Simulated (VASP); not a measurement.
Write the native input for VASP 6.6.1 that does the following.

- Task: relaxation of cell and atoms
- Functional: PBE
- Dispersion: D3(BJ)
- Potentials or basis: VASP PAW PBE potentials, release 64 (W_sv, Si)
- Cutoff: 600 eV
- k mesh: 14 × 14 × 18
- Occupations: methfessel-paxton, width 0.1 eV
- Spin: no spin polarisation
- Further INCAR settings: ALGO = Normal; EDIFF = 1e-06; IBRION = 2; EDIFFG = -0.005; NSW = 60; ISIF = 3

The structure of Si2W lies in POSCAR:

```
Si2W
1.0
   -1.6000000000      1.6000000000      3.9000000000
    1.6000000000     -1.6000000000      3.9000000000
    1.6000000000      1.6000000000     -3.9000000000
W Si
1 2
Direct
    0.0000000000      0.0000000000      0.0000000000
    0.3350000000      0.3350000000      0.0000000000
    0.6650000000      0.6650000000      0.0000000000
```

The cell was built by a generator and needn't be a form met in nature.

The input as run:

INCAR

```
SYSTEM = Si2W
PREC     = Accurate       ! precision mode
ENCUT    = 600            ! plane-wave cutoff, eV
EDIFF    = 1E-6           ! SCF threshold, eV
ISMEAR   = 1              ! smearing method
SIGMA    = 0.1            ! smearing width, eV
LREAL    = .FALSE.        ! projectors in reciprocal space
LASPH    = .TRUE.         ! aspherical terms in the spheres
NELM     = 120            ! most SCF steps
ALGO     = Normal         ! electronic algorithm
ISIF     = 3              ! what is computed and relaxed
LWAVE    = .FALSE.        ! write WAVECAR
LCHARG   = .FALSE.        ! write CHGCAR
GGA      = PE             ! functional
IVDW     = 12             ! dispersion correction
IBRION   = 2              ! ionic algorithm
NSW      = 60             ! ionic steps
EDIFFG   = -0.005         ! ionic threshold
```

KPOINTS

```
regular mesh
0
G
  14 14 18
  0 0 0
```

Potentials or basis: VASP PAW PBE potentials, release 64 (W_sv, Si).

Command:

```bash
$ cat potpaw_PBE.64/W_sv/POTCAR potpaw_PBE.64/Si/POTCAR > POTCAR
$ mpirun -np 1 vasp_std > vasp.out
```

Results of the run:

The relaxed volume is 13.26 Å³/atom and the relaxed cell is a = 4.506 Å, b = 4.506 Å, c = 4.506 Å, α = 138.47°, β = 138.47°, γ = 60.18°. The space group after relaxing (to 0.05 Å) is I4/mmm (No. 139). The energy gained by relaxing is 0.4 meV/atom and the ionic steps are 7. The pressure after relaxing is 0.0 GPa. The band gap on the k mesh is none (metal or under the smearing width). The dispersion energy per atom is -0.582 eV.

Caveat: pairwise dispersion overbinds metals, which lowers pressure and volume.

It took 29 min on 1 thread of AMD EPYC 9R14 (Zen 4), on a shared host, peak memory 0.74 GiB.
